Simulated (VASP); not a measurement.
# Au (Fm-3m) in VASP: settings compared, part 2 of 3

VASP 6.6.1. Earlier steps stand in the parts before.

### Step 3. Optical spectrum, PBE

The input, INCAR:

```
SYSTEM = Au
ALGO = Normal ; CSHIFT = 0.1
EDIFF = 1E-6 ; ENCUT = 520
GGA = PE ; ISIF = 2
ISMEAR = -1 ; LASPH = .TRUE.
LCHARG = .FALSE. ; LOPTICS = .TRUE.
LREAL = .FALSE. ; LWAVE = .FALSE.
NBANDS = 30 ; NEDOS = 2000
NELM = 80 ; PREC = Accurate
SIGMA = 0.05
```

The input, KPOINTS:

```
k-points
0
G
  20 20 20
  0 0 0
```

The input, POSCAR:

```
Au
1.0
    0.0000000000      2.0395000000      2.0395000000
    2.0395000000      0.0000000000      2.0395000000
    2.0395000000      2.0395000000      0.0000000000
Au
1
Direct
    0.0000000000      0.0000000000      0.0000000000
```

Potentials or basis: VASP PAW PBE potentials, release 64 (Au).

Started as:

```sh
> cat potpaw_PBE.64/Au/POTCAR > POTCAR
> mpirun -np 1 vasp_std > vasp.out
```

OUTCAR:

```text
SYSTEM = Au
   EDIFF = 1E-6
   ENCUT = 520
   GGA = PE
   ISIF = 2
   ISMEAR = -1
   LASPH = .TRUE.
   LREAL = .FALSE.
   NELM = 80
   PREC = Accurate

 ion  position               nearest neighbor table
   1  0.000  0.000  0.000-

  LATTYP: Found a face centered cubic cell.
 ALAT       =     4.0790000000

  Lattice vectors:

 A1 = (   0.0000000000,   2.0395000000,   2.0395000000)
 A2 = (   2.0395000000,   0.0000000000,   2.0395000000)
 A3 = (   2.0395000000,   2.0395000000,   0.0000000000)

Analysis of symmetry for initial positions (statically):
=====================================================================
 Subroutine PRICEL returns:
 Original cell was already a primitive cell.

 Routine SETGRP: Setting up the symmetry group for a
 face centered cubic supercell.

 Subroutine GETGRP returns: Found 48 space group operations
 (whereof 48 operations were pure point group operations)
 out of a pool of 48 trial point group operations.

The static configuration has the point symmetry O_h .

Analysis of symmetry for dynamics (positions and initial velocities):
=====================================================================
 Subroutine PRICEL returns:
 Original cell was already a primitive cell.

 Routine SETGRP: Setting up the symmetry group for a
 face centered cubic supercell.

 Subroutine GETGRP returns: Found 48 space group operations
 (whereof 48 operations were pure point group operations)
 out of a pool of 48 trial point group operations.

The dynamic configuration has the point symmetry O_h .

 Subroutine INISYM returns: Found 48 space group operations
 (whereof 48 operations are pure point group operations),
 and found     1 'primitive' translations

----------------------------------------------------------------------------------------

                                     Primitive cell

  volume of cell :      16.9668

  direct lattice vectors                    reciprocal lattice vectors
     0.000000000  2.039500000  2.039500000    -0.245158127  0.245158127  0.245158127
     2.039500000  0.000000000  2.039500000     0.245158127 -0.245158127  0.245158127
     2.039500000  2.039500000  0.000000000     0.245158127  0.245158127 -0.245158127

  length of vectors
     2.884288560  2.884288560  2.884288560     0.424626332  0.424626332  0.424626332

[... 123 lines left out ...]
  free energy    TOTEN  =        -3.19546297 eV

  energy without entropy =       -3.19333507  energy(sigma->0) =       -3.19439902

 E-fermi :   9.5311     XC(G=0): -12.7432

 val. band max:        9.5289942754   @ k =   0.5000   0.2500   0.1000
 cond. band min:       9.5379042712   @ k =   0.5000   0.3500   0.1500
 fundamental gap:      0.0089099959
 Fermi energy:         9.5310632402

 k-point     1 :       0.0000    0.0000    0.0000
  band No.  band energies     occupation
      1      -0.3543      2.00000
      2       4.8330      2.00000
      3       4.8330      2.00000
      4       4.8330      2.00000
      5       6.3595      2.00000
      6       6.3595      2.00000
[... 457 lines left out ...]
      4       5.9527      2.00000
      5       7.0102      2.00000
      6       7.5578      2.00000
[... 9 lines left out ...]
     16      43.7816      0.00000
     17      47.4050      0.00000

 [... further k-points ...]

 [bands above 17 left out]

------------------------ aborting loop because EDIFF is reached ----------------------------------------

  FORCE on cell =-STRESS in cart. coord.  units (eV):
  Direction    XX          YY          ZZ          XY          YZ          ZX
  --------------------------------------------------------------------------------------
  -------------------------------------------------------------------------------------
  Total        0.9819155      0.9819155      0.9819155      0.0000000     -0.0000000      0.0000000
  in kB       92.7221650     92.7221650     92.7221650      0.0000000     -0.0000000      0.0000000
  external PRESSURE =      92.7221650 kB  Pullay stress =       0.0000000 kB

 VOLUME and BASIS-vectors are now :
 -----------------------------------------------------------------------------
  energy-cutoff  :      520.00
  volume of cell :       16.97
      direct lattice vectors                 reciprocal lattice vectors
     0.000000000  2.039500000  2.039500000    -0.245158127  0.245158127  0.245158127
     2.039500000  0.000000000  2.039500000     0.245158127 -0.245158127  0.245158127
     2.039500000  2.039500000  0.000000000     0.245158127  0.245158127 -0.245158127

 POSITION                                       TOTAL-FORCE (eV/Angst)
 -----------------------------------------------------------------------------------
      0.00000      0.00000      0.00000         0.000000      0.000000      0.000000
 -----------------------------------------------------------------------------------
    total drift:                               -0.000000     -0.000000     -0.000000

  FREE ENERGIE OF THE ION-ELECTRON SYSTEM (eV)
  ---------------------------------------------------
  free  energy   TOTEN  =        -3.1954629684 eV

  energy  without entropy=       -3.1933350689  energy(sigma->0) =       -3.19439902

 electrical conductivity sigma (Mega S m-1) (frequency dependency in vasprun.xml)
  --------------------------------------------------------------------------------------
       0.147      -0.000       0.000
      -0.000       0.147      -0.000
      -0.000      -0.000       0.147

  frequency dependent IMAGINARY DIELECTRIC FUNCTION (independent particle, no local field effects) density-density
     E(ev)      X         Y         Z        XY        YZ        ZX
  --------------------------------------------------------------------------------------------------------------
     0.00000     0.00000     0.00000     0.00000     0.00000     0.00000     0.00000
     0.91999     0.14336     0.14336     0.14336     0.00000     0.00000     0.00000
     1.83999     2.03983     2.03983     2.03983     0.00000    -0.00000    -0.00000
     2.75998     7.12159     7.12159     7.12159     0.00000    -0.00000     0.00000
     3.67997     6.48078     6.48078     6.48078     0.00000    -0.00000     0.00000
     4.59997     5.14782     5.14782     5.14782     0.00000     0.00000    -0.00000
[... 92 lines left out ...]
    90.15933     0.00044     0.00044     0.00044    -0.00000     0.00000    -0.00000
    91.07932     0.00042     0.00042     0.00042    -0.00000     0.00000    -0.00000

  frequency dependent      REAL DIELECTRIC FUNCTION (independent particle, no local field effects) density-density
     E(ev)        X           Y           Z          XY          YZ          ZX
  --------------------------------------------------------------------------------------------------------------
     0.00000     8.93714     8.93714     8.93714     0.00000     0.00000     0.00000
     0.91999     9.50405     9.50405     9.50405     0.00000     0.00000     0.00000
     1.83999    13.14104    13.14104    13.14104     0.00000     0.00000     0.00000
     2.75998     8.19234     8.19234     8.19234    -0.00000    -0.00000    -0.00000
     3.67997     5.18190     5.18190     5.18190     0.00000     0.00000    -0.00000
     4.59997     3.31371     3.31371     3.31371    -0.00000    -0.00000     0.00000
[... 92 lines left out ...]
    90.15933     0.83390     0.83390     0.83390     0.00000    -0.00000     0.00000
    91.07932     0.83789     0.83789     0.83789     0.00000    -0.00000     0.00000

  frequency dependent IMAGINARY DIELECTRIC FUNCTION (independent particle, no local field effects) current-current
     E(ev)      X         Y         Z        XY        YZ        ZX
  --------------------------------------------------------------------------------------------------------------
     0.00000    34.60324    34.60324    34.60324    -0.00000     0.00000    -0.00000
     0.91999     1.99942     1.99942     1.99942    -0.00000     0.00000    -0.00000
     1.83999     3.46118     3.46118     3.46118    -0.00000     0.00000    -0.00000
     2.75998     7.67490     7.67490     7.67490    -0.00000     0.00000    -0.00000
     3.67997     6.71476     6.71476     6.71476     0.00000     0.00000    -0.00000
     4.59997     5.24701     5.24701     5.24701    -0.00000     0.00000     0.00000
[... 92 lines left out ...]
    90.15933     0.00007     0.00007     0.00007     0.00000     0.00000    -0.00000
    91.07932     0.00007     0.00007     0.00007     0.00000     0.00000    -0.00000

  frequency dependent      REAL DIELECTRIC FUNCTION (independent particle, no local field effects) current-current
     E(ev)        X           Y           Z          XY          YZ          ZX
  --------------------------------------------------------------------------------------------------------------
     0.00000     8.93365     8.93365     8.93365    -0.00000     0.00000    -0.00000
     0.91999     9.49782     9.49782     9.49782    -0.00000     0.00000    -0.00000
     1.83999    12.96802    12.96802    12.96802    -0.00000     0.00000    -0.00000
     2.75998     7.66174     7.66174     7.66174     0.00000     0.00000    -0.00000
     3.67997     4.82078     4.82078     4.82078     0.00000    -0.00000     0.00000
     4.59997     3.08596     3.08596     3.08596    -0.00000    -0.00000     0.00000
[... 92 lines left out ...]
    90.15933     0.83390     0.83390     0.83390    -0.00000     0.00000     0.00000
    91.07932     0.83789     0.83789     0.83789    -0.00000     0.00000     0.00000
```

OSZICAR:

```text
N       E                     dE             d eps       ncg     rms          rms(c)
DAV:   1     0.831124931682E+02    0.83112E+02   -0.41509E+03 15446   0.328E+02
DAV:   2    -0.235645993723E+00   -0.83348E+02   -0.74266E+02 19084   0.127E+02
DAV:   3    -0.345866122418E+01   -0.32230E+01   -0.31981E+01 20130   0.233E+01
DAV:   4    -0.346171187727E+01   -0.30507E-02   -0.30500E-02 16842   0.716E-01
DAV:   5    -0.346171305317E+01   -0.11759E-05   -0.11770E-05 17968   0.161E-02    0.953E+00
DAV:   6    -0.321699688571E+01    0.24472E+00   -0.43049E-01 16908   0.261E+00    0.602E+00
DAV:   7    -0.319771235594E+01    0.19285E-01   -0.46246E-02 17984   0.839E-01    0.279E+00
DAV:   8    -0.319547078723E+01    0.22416E-02   -0.73625E-04 17006   0.133E-01    0.258E-01
DAV:   9    -0.319545751242E+01    0.13275E-04   -0.71175E-06 18184   0.114E-02    0.171E-02
DAV:  10    -0.319546287647E+01   -0.53641E-05   -0.22990E-06 17686   0.668E-03    0.200E-03
DAV:  11    -0.319546296839E+01   -0.91926E-07   -0.41861E-08 10462   0.887E-04
   1 F= -.31954630E+01 E0= -.31943990E+01  d E =-.212790E-02
 imaginary and real dielectric function
```

It took 1.9 min on 1 thread of AMD EPYC 7R13 (Zen 3), shared host; peak memory 0.25 GiB.

Results:

```yaml
Free_energy: -3.1955 eV
Pressure: 9.3 GPa
Band_gap_on_the_k_mesh: none (metal or under the smearing width)
```

Dielectric function (mean over the directions given):
| energy (eV) | real part | imaginary part |
| --- | --- | --- |
| 0.28 | 8.98 | 0.03 |
| 0.92 | 9.50 | 0.14 |
| 1.56 | 11.30 | 0.63 |
| 2.30 | 12.14 | 8.07 |
| 2.94 | 6.70 | 7.69 |
| 3.59 | 5.15 | 6.37 |
| 4.32 | 3.07 | 6.10 |
| 4.97 | 2.98 | 4.00 |
| 5.70 | 3.74 | 4.61 |
| 6.35 | 3.91 | 4.30 |
| 6.99 | 2.59 | 5.50 |
| 7.73 | 1.81 | 5.09 |
| 8.37 | 1.01 | 4.48 |
| 9.02 | 0.68 | 3.38 |
| 9.75 | 0.86 | 2.72 |
| 10.40 | 1.33 | 2.56 |
| 11.13 | 1.58 | 2.24 |
| 11.78 | 1.75 | 2.58 |
| 12.42 | 1.58 | 2.89 |
| 13.16 | 1.21 | 2.37 |
| 13.80 | 0.96 | 2.26 |
| 14.44 | 0.95 | 2.26 |
| 15.18 | 1.32 | 2.00 |
| 15.82 | 1.26 | 1.80 |
| 16.56 | 1.15 | 1.80 |
| 17.20 | 1.44 | 1.80 |
| 17.85 | 1.61 | 1.39 |
| 18.58 | 2.21 | 2.39 |
| 19.23 | 1.22 | 3.24 |
| 19.96 | 0.53 | 3.15 |

Caveat: independent-particle spectra lack excitons; the intraband (Drude) part of a metal's response may be missing. Spin-orbit coupling is left out, which matters for the levels of Au.

### Step 4. Optical spectrum, PBE

INCAR is that of step 3.

The input, KPOINTS:

```
k-points
0
G
  28 28 28
  0 0 0
```

POSCAR is that of step 3.

Potentials or basis: VASP PAW PBE potentials, release 64 (Au).

Started as:

```sh
> cat potpaw_PBE.64/Au/POTCAR > POTCAR
> mpirun -np 1 vasp_std > vasp.out
```

OUTCAR:

```text
SYSTEM = Au
   EDIFF = 1E-6
   ENCUT = 520
   GGA = PE
   ISIF = 2
   ISMEAR = -1
   LASPH = .TRUE.
   LREAL = .FALSE.
   NELM = 80
   PREC = Accurate

 ion  position               nearest neighbor table
   1  0.000  0.000  0.000-

  LATTYP: Found a face centered cubic cell.
 ALAT       =     4.0790000000

  Lattice vectors:

 A1 = (   0.0000000000,   2.0395000000,   2.0395000000)
 A2 = (   2.0395000000,   0.0000000000,   2.0395000000)
 A3 = (   2.0395000000,   2.0395000000,   0.0000000000)

Analysis of symmetry for initial positions (statically):
=====================================================================
 Subroutine PRICEL returns:
 Original cell was already a primitive cell.

 Routine SETGRP: Setting up the symmetry group for a
 face centered cubic supercell.

 Subroutine GETGRP returns: Found 48 space group operations
 (whereof 48 operations were pure point group operations)
 out of a pool of 48 trial point group operations.

The static configuration has the point symmetry O_h .

[... 668 lines left out ...]

 POSITION                                       TOTAL-FORCE (eV/Angst)
 -----------------------------------------------------------------------------------
      0.00000      0.00000      0.00000         0.000000      0.000000      0.000000
 -----------------------------------------------------------------------------------
    total drift:                               -0.000000      0.000000     -0.000000

  FREE ENERGIE OF THE ION-ELECTRON SYSTEM (eV)
  ---------------------------------------------------
  free  energy   TOTEN  =        -3.1956132109 eV

  energy  without entropy=       -3.1938187820  energy(sigma->0) =       -3.19471600

 electrical conductivity sigma (Mega S m-1) (frequency dependency in vasprun.xml)
  --------------------------------------------------------------------------------------
       0.134       0.000       0.000
       0.000       0.134      -0.000
       0.000      -0.000       0.134

  frequency dependent IMAGINARY DIELECTRIC FUNCTION (independent particle, no local field effects) density-density
     E(ev)      X         Y         Z        XY        YZ        ZX
  --------------------------------------------------------------------------------------------------------------
     0.00000     0.00000     0.00000     0.00000     0.00000     0.00000     0.00000
     0.91999     0.13988     0.13988     0.13988    -0.00000     0.00000     0.00000
     1.83998     1.96534     1.96534     1.96534    -0.00000     0.00000     0.00000
     2.75997     7.21228     7.21228     7.21228    -0.00000    -0.00000     0.00000
     3.67996     6.59850     6.59850     6.59850     0.00000    -0.00000    -0.00000
     4.59995     4.99705     4.99705     4.99705     0.00000     0.00000    -0.00000
[... 92 lines left out ...]
    90.15900     0.00044     0.00044     0.00044    -0.00000    -0.00000    -0.00000
    91.07899     0.00042     0.00042     0.00042    -0.00000    -0.00000    -0.00000

  frequency dependent      REAL DIELECTRIC FUNCTION (independent particle, no local field effects) density-density
     E(ev)        X           Y           Z          XY          YZ          ZX
  --------------------------------------------------------------------------------------------------------------
     0.00000     8.93925     8.93925     8.93925    -0.00000    -0.00000     0.00000
     0.91999     9.49481     9.49481     9.49481    -0.00000     0.00000     0.00000
     1.83998    13.05273    13.05273    13.05273    -0.00000     0.00000     0.00000
     2.75997     8.29741     8.29741     8.29741     0.00000     0.00000    -0.00000
     3.67996     4.58054     4.58054     4.58054     0.00000    -0.00000     0.00000
     4.59995     3.60643     3.60643     3.60643     0.00000     0.00000     0.00000
[... 92 lines left out ...]
    90.15900     0.83386     0.83386     0.83386     0.00000     0.00000     0.00000
    91.07899     0.83784     0.83784     0.83784     0.00000     0.00000     0.00000

  frequency dependent IMAGINARY DIELECTRIC FUNCTION (independent particle, no local field effects) current-current
     E(ev)      X         Y         Z        XY        YZ        ZX
  --------------------------------------------------------------------------------------------------------------
     0.00000    34.61096    34.61096    34.61096    -0.00000    -0.00000     0.00000
     0.91999     1.99371     1.99371     1.99371    -0.00000    -0.00000     0.00000
     1.83998     3.37201     3.37201     3.37201    -0.00000     0.00000     0.00000
     2.75997     7.74749     7.74749     7.74749    -0.00000    -0.00000     0.00000
     3.67996     6.77758     6.77758     6.77758    -0.00000    -0.00000    -0.00000
     4.59995     5.11180     5.11180     5.11180     0.00000     0.00000    -0.00000
[... 92 lines left out ...]
    90.15900     0.00007     0.00007     0.00007     0.00000    -0.00000     0.00000
    91.07899     0.00007     0.00007     0.00007     0.00000    -0.00000     0.00000

  frequency dependent      REAL DIELECTRIC FUNCTION (independent particle, no local field effects) current-current
     E(ev)        X           Y           Z          XY          YZ          ZX
  --------------------------------------------------------------------------------------------------------------
     0.00000     8.93582     8.93582     8.93582    -0.00000    -0.00000     0.00000
     0.91999     9.48874     9.48874     9.48874    -0.00000    -0.00000     0.00000
     1.83998    12.88566    12.88566    12.88566    -0.00000    -0.00000     0.00000
     2.75997     7.76678     7.76678     7.76678    -0.00000    -0.00000    -0.00000
     3.67996     4.21765     4.21765     4.21765     0.00000     0.00000     0.00000
     4.59995     3.38607     3.38607     3.38607     0.00000    -0.00000     0.00000
[... 92 lines left out ...]
    90.15900     0.83386     0.83386     0.83386     0.00000     0.00000    -0.00000
    91.07899     0.83785     0.83785     0.83785     0.00000     0.00000    -0.00000
```

stdout:

```text
POSCAR found type information on POSCAR Au
 POSCAR found :  1 types and       1 ions
 scaLAPACK will be used
 LDA part: xc-table for (Slater+PW92), standard interpolation
 POSCAR, INCAR and KPOINTS ok, starting setup
 FFT: planning ... GRIDC
 FFT: planning ... GRID_SOFT
 FFT: planning ... GRID
 WAVECAR not read
 entering main loop
 optical routines
 imaginary and real dielectric function
 recalculating local potential from charge density
 direction            1
 direction            2
 direction            3
```

It took 4.1 min on 1 thread of AMD EPYC 7R13 (Zen 3), shared host; peak memory 0.45 GiB.

What came out:

```yaml
Free_energy: -3.1956 eV
Pressure: 9.2 GPa
Band_gap_on_the_k_mesh: none (metal or under the smearing width)
```

Dielectric function (mean over the directions given):
```tsv
energy (eV)	real part	imaginary part
0.28	8.98	0.03
0.92	9.49	0.14
1.56	11.24	0.57
2.30	11.69	7.19
2.94	7.75	7.70
3.59	4.87	6.92
4.32	3.10	5.23
4.97	3.30	4.38
5.70	3.54	4.04
6.35	3.83	4.60
6.99	2.90	5.23
7.73	1.74	4.91
8.37	1.10	4.30
9.02	0.66	3.67
9.75	0.85	2.90
10.40	1.34	2.44
11.13	1.56	2.44
11.78	1.66	2.56
12.42	1.41	2.73
13.16	1.23	2.56
13.80	1.09	2.23
14.44	1.12	2.06
15.18	1.23	1.92
15.82	1.26	1.83
16.56	1.27	1.74
17.20	1.34	1.73
17.85	1.63	1.69
18.58	2.37	2.35
19.23	1.21	3.28
19.96	0.53	3.01
```

Caveat: independent-particle spectra lack excitons; the intraband (Drude) part of a metal's response may be missing.

(Part 2 of 3 ends here.)
